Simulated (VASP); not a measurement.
Set up this calculation in VASP 6.6.1, as the native input.

```yaml
Task: single point
Functional: PBE
Potentials_or_basis: VASP PAW PBE potentials, release 64 (Si)
Cutoff: 520 eV
k_mesh: 8 × 8 × 8
Occupations: gaussian, width 0.017 eV
Spin: no spin polarisation
Further_INCAR_settings: ALGO = Fast; EDIFF = 1e-07; NBANDS = 11
```

The structure of Si lies in POSCAR:

```
Si
1.0
    0.0000000000      2.7218511865      2.7218511865
    2.7218511865      0.0000000000      2.7218511865
    2.7218511865      2.7218511865      0.0000000000
Si
2
Direct
    0.5000000000      0.5000000000      0.5000000000
    0.7500000000      0.7500000000      0.7500000000
```

The input as run:

INCAR

```
SYSTEM = Si
PREC = Accurate
ENCUT = 520
EDIFF = 1E-7
ISMEAR = 0
SIGMA = 0.017
LREAL = .False.
LASPH = .True.
NELM = 80
ALGO = Fast
ISIF = 2
LWAVE = .False.
LCHARG = .True.
GGA = PE
LELF = .True.
LVHAR = .True.
NBANDS = 11
```

KPOINTS

```
Automatic mesh
0
Gamma
  8 8 8
  0 0 0
```

Potentials or basis: VASP PAW PBE potentials, release 64 (Si).

Command:

```console
$ cat potpaw_PBE.64/Si/POTCAR > POTCAR
$ mpirun -np 1 vasp_std > vasp.out
```

It gave:

* Pressure: 1.3 GPa
* Band gap on the k mesh: 0.63 eV, indirect (least direct gap 2.56 eV)

Wall time 17 s on 1 thread of Intel(R) Xeon(R) Platinum 8488C (Sapphire Rapids), with other jobs on the host, peak memory 0.15 GiB.
